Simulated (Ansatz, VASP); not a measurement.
# Two plane-wave programs on Sb

The input INCAR:

```
ALGO     = Normal         # electronic algorithm
EDIFF    = 1E-6           # SCF threshold, eV
ENCUT    = 520            # plane-wave cutoff, eV
GGA      = PE             # functional
ISIF     = 2              # what is computed and relaxed
ISMEAR   = 0              # smearing method
LASPH    = True           # aspherical terms in the spheres
LCHARG   = False          # write CHGCAR
LREAL    = False          # projectors in reciprocal space
LWAVE    = False          # write WAVECAR
NBANDS   = 8              # bands
NELM     = 60             # most SCF steps
PREC     = Accurate       # precision mode
SIGMA    = 0.03           # smearing width, eV
```

The input KPOINTS:

```
k-points
0
Gamma
  8 8 8
```

POSCAR

```
Sb
1.0
    3.1600000000      0.0000000000      0.0000000000
    0.0000000000      3.1600000000      0.0000000000
    0.0000000000      0.0000000000      3.1600000000
Sb
1
Direct
    0.0000000000      0.0000000000      0.0000000000
```

Contents of input.yaml:

```yaml
crystal:
  lattice:
    - [3.16, 0.0, 0.0]
    - [0.0, 3.16, 0.0]
    - [0.0, 0.0, 3.16]
  atoms:
    - { symbol: Sb, position: [0.0, 0.0, 0.0] }
hamiltonian:
  xc: pbe
  pseudopotentials: { kind: paw }
kpoints:
  mp_grid: { grid: [8, 8, 8] }
scf:
  occupations: { method: gaussian, width: 0.03 }
output:
  forces: true
  stress: true
  eigenvalues: true
```

This isn't the form of Sb at room conditions, which is rhombohedral.

Alike in both runs: task single point; functional PBE; k mesh 8 × 8 × 8; occupations gaussian, width 0.03 eV; no spin polarisation.

|  | VASP | Ansatz |
| --- | --- | --- |
| version | VASP 6.6.1 | Ansatz 0.2.0 |
| potentials or method | VASP PAW PBE potentials, release 64 (Sb) | Ansatz PAW |
| plane-wave cutoff (eV) | 520 | 420 |
| valence electrons in the cell | 5 | 15 |

|  | VASP | Ansatz | Ansatz less VASP |
| --- | --- | --- | --- |
| gap on the k mesh at the Fermi level (eV) | none | none | - |
| pressure (GPa) | -2.3 | -2.3 | +0.04 |

A gap of «none» marks a metal or a gap that the smearing closes. With one functional, cell and mesh, what is left measures potentials, basis and numerics. The two sets of potentials don't hold the same shells in valence.

The runs have no spin-orbit coupling, so splittings on Sb are missing.
